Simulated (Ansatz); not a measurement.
# SnO₂: pressure against volume

SnO₂, Pbcn, a = 4.703 Å, b = 5.695 Å, c = 5.204 Å. This isn't the usual stable structure of the compound. Ansatz: LDA, PAW, 420 eV, Γ-centred 6×6×6 mesh on 12 atoms, Gaussian smearing 0.02 eV; no spin polarisation. Shape and atoms are relaxed at each volume; pressure is positive in compression.

| V (Å³/atom) | P (GPa) |
| --- | --- |
| 10.223 | 30.17 |
| 10.572 | 21.81 |
| 10.920 | 13.66 |
| 11.269 | 6.35 |
| 11.617 | -0.02 |
| 11.966 | -5.46 |
| 12.314 | -10.11 |
| 12.779 | ? |

Q: Take V0 = 11.617 Å³/atom, count pressures from its P0 = -0.02 GPa, fit the third-order Birch–Murnaghan form to the other rows, and predict the missing pressure.

A: With the Eulerian strain f = ½[(V0/V)^(2/3) − 1] and y = (P − P0)/[3f(1 + 2f)^(5/2)], the form is the line y = B0 + 1.5 B0 (B0′ − 4) f. Rows (f, y): 0.04448, 182.8; 0.03243, 191.8; 0.02106, 195.3; 0.01024, 197.1; -0.00977, 195.0; -0.01905, 194.6. Means f = 0.01323, y = 192.77; Σ(Δf)² = 0.002986, ΣΔfΔy = -0.4337; the slope is their ratio. y = 194.7 − 145.2 f GPa, so B0 = 194.7 GPa and B0′ = 4 + 2 × (-145.2)/(3 × 194.7) = 3.50. At V = 12.779, f = -0.03079, y = 199.17 and P = -15.71 GPa. The run gave -15.17 GPa, so the fit is 0.54 GPa too low, within twice the rms miss on the fitted rows (0.40 GPa). The form still works here, 22 % of the fitted range beyond its end. With a term in f² added B0′ becomes 4.18, so this figure hangs on the form.